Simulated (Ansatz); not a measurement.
Crystal: InSe.

```
In Se
1.0
     2.00000    1.15470    8.44000
    -2.00000    1.15470    8.44000
     0.00000   -2.30940    8.44000
In Se
2 2
Direct
  0.88860 0.88860 0.88860
  0.00000 0.00000 0.00000
  0.17190 0.17190 0.17190
  0.38350 0.38350 0.38350
```

Base run:

- Program: Ansatz 0.2.0
- Functional: PBE
- Potentials or basis: Ansatz PAW
- Cutoff: 420 eV (not typed: the program's choice for these potentials)
- k mesh: 11 × 11 × 11
- Occupations: fermi-dirac, width 0.05 eV
- Spin: no spin polarisation

Its results: band gap on the k mesh 0.57 eV, indirect (least direct gap 0.59 eV); pressure 2.7 GPa; largest force 0.365 eV/Å.

Problem. After a change of settings the same cell gave: band gap on the k mesh 0.97 eV, direct; pressure 2.8 GPa; largest force 0.357 eV/Å. Which change was it?
A. functional from PBE to rPW86-PBE; k mesh from 11 × 11 × 11 to 8 × 8 × 8
B. potentials or basis from Ansatz PAW to SPMS NC; cutoff from 420 eV (not typed: the program's choice for these potentials) to 816 eV (not typed: the program's choice for these potentials); k mesh from 11 × 11 × 11 to 8 × 8 × 8
C. potentials or basis from Ansatz PAW to Ansatz PAW large core; k mesh from 11 × 11 × 11 to 8 × 8 × 8; valence electrons from 58 to 38
D. k mesh from 11 × 11 × 11 to 5 × 5 × 5

Solution. D.

Caveats: odd divisions of the mesh miss points on the zone boundary, where band edges often lie, so the gap on the mesh can be too wide; spin-orbit coupling is left out, which moves the levels of the heavy elements.
